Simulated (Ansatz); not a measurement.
Sb in Ansatz: the effect of functional

Sb:

```xyz
2
Lattice="3.3092 0.0000 0.0000 -1.6546 2.8658 0.0000 0.0000 0.0000 5.3962" Properties=species:S:1:pos:R:3 pbc="T T T"
Sb    1.6546    0.9553    4.0472
Sb    0.0000    1.9106    1.3491
```

This isn't the form of Sb at room conditions, which is rhombohedral.

The cell isn't the ideal one: volume scaled by 0.96.

Alike in all runs:

- Program: Ansatz 0.2.0
- Task: single point
- Potentials or basis: Ansatz PAW
- k mesh: 9 × 9 × 5
- Occupations: fermi-dirac, width 0.05 eV
- Spin: no spin polarisation

```tsv
functional	cutoff	pressure (GPa)
LDA	420 eV (not typed: the program's choice for these potentials)	?
PBEsol	420 eV (not typed: the program's choice for these potentials)	1.1
r2SCAN	500 eV (not typed: the program's choice for these potentials)	3.5
```

Task: What does the run with functional LDA give?

Result: Pressure -0.2 GPa.

Caveats: the PAW data sets come from PBE, with cores solved anew for the run's functional, which leaves a small shift of forces and pressure.
